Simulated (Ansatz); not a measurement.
Field gradients against strain in ZnSe

```xyz
2
Lattice="0.0000 2.8338 2.8338 2.8338 0.0000 2.8338 2.8338 2.8338 0.0000" Properties=species:S:1:pos:R:3 pbc="T T T"
Zn    0.0000    0.0000    0.0000
Se    4.2507    4.2507    4.2507
```

Atom numbers follow the list: Zn1, Se2.

The cell comes from COD entry 9008857, which wasn't checked; take it as a given geometry.

These are results of DFT, LDA, all-electron PAW with datasets made for the crystal, scalar-relativistic in Ansatz 0.2.0, not measurements.

The runs use a Γ-centred 8×8×8 k mesh, Fermi–Dirac smearing of 0.03 eV, cutoff 220 eV (chosen by the program for this cell), no spin polarisation.

The strain is applied along the Cartesian axes of the cell as listed (the other components stay zero). Fractional coordinates are held (clamped ions).

The columns are Cartesian components of the electric field gradient at the nuclei, in 10²¹ V/m².

Only quantities that a quadratic follows smoothly over the whole series are listed; rougher ones are left out.

```
    εzz  Vzz at Zn1  Vzz at Se2
-0.0300        0.52       -1.29
-0.0200        0.34       -0.86
-0.0100        0.17       -0.43
 0.0000        0.00        0.00
 0.0200       -0.32        0.88
 0.0300       -0.48        1.33
```

(1) Fit the series and give the gradient–strain slopes.

(2) One run, at εzz = 0.0100, is withheld. Predict its row.

Answers

(1) Least-squares fits y = p0 + p1 x + p2 x² to the rows give Vzz at Zn1: p1 = -16.6, p2 = 21; Vzz at Se2: p1 = 43.6, p2 = 20. The slopes p1 are in 10²¹ V/m² per unit strain, for clamped ions.

(2) The fits give -0.16, 0.44; the run gave -0.16, 0.44.
